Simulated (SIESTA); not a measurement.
The system is HfB2.

```xyz
3
Lattice="3.1400 0.0000 0.0000 -1.5700 2.7193 0.0000 0.0000 0.0000 3.4800" Properties=species:S:1:pos:R:3 pbc="T T T"
Hf    0.0000    0.0000    0.0000
B     1.5700    0.9064    1.7400
B     0.0000    1.8129    1.7400
```

Base run:

```yaml
Program: SIESTA 5.4.2
Functional: vdW-DF-C09
Potentials_or_basis: PseudoDojo 0.4 standard (PBE files)
Basis: DZP (energy shift 0.003 Ry; two zetas on semicore shells)
Grid_cutoff: 800 Ry
Energy_shift: 0.003 Ry
k_mesh: 10 × 10 × 8
Occupations: fermi-dirac, width 0.05 eV
Spin: no spin polarisation
```

Its results: band gap on the k mesh none (metal or under the smearing width); pressure -1.5 GPa.

Q: After a change of settings the same cell gave: band gap on the k mesh none (metal or under the smearing width); pressure 11.0 GPa. Which change was it?
A. functional from vdW-DF-C09 to vdW-DF2
B. functional from vdW-DF-C09 to optB88-vdW
C. functional from vdW-DF-C09 to vdW-DF
D. functional from vdW-DF-C09 to vdW-DF-cx

A: A.

Caveats: short orbitals over semicore shells can move pressures by several GPa; the potentials were made for another functional, which shifts forces and pressure; the basis of atomic orbitals isn't converged, which shifts pressures, moduli and gaps.

Runs at the PBE level aren't shown here.
